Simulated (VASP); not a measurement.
# W: single point with LDA

The system is W.

```
W
1.0
     0.00000    2.01325    2.01325
     2.01325    0.00000    2.01325
     2.01325    2.01325    0.00000
W
1
Direct
  0.00000 0.00000 0.00000
```

This isn't the form of W at room conditions, which is bcc.

* Program: VASP 6.6.1
* Task: single point
* Functional: LDA
* Potentials or basis: VASP PAW LDA potentials, release 64 (W_sv)
* Cutoff: 520 eV
* k mesh: 15 × 15 × 15
* Occupations: fermi-dirac, width 0.1 eV
* Spin: no spin polarisation
* Dipole correction: no
* Further INCAR settings: ALGO = Normal; EDIFF = 1e-06; NBANDS = 13

```yaml
Pressure: -10.1 GPa
Band_gap_on_the_k_mesh: none (metal or under the smearing width)
```

Levels at points of the mesh, in eV from the Fermi level:
| k point | band 4 | band 5 | band 6 | band 7 | band 8 | band 9 | band 10 | band 11 |
| --- | --- | --- | --- | --- | --- | --- | --- | --- |
| (0.00, 0.00, 0.00) | -37.09 | -8.94 | -0.60 | -0.60 | -0.60 | 2.51 | 2.51 | 12.87 |

Run time: 11 s on 1 thread of Intel(R) Xeon(R) Platinum 8488C (Sapphire Rapids), on a shared host, peak memory 0.14 GiB.

The run has no spin-orbit coupling, so splittings on W are missing.
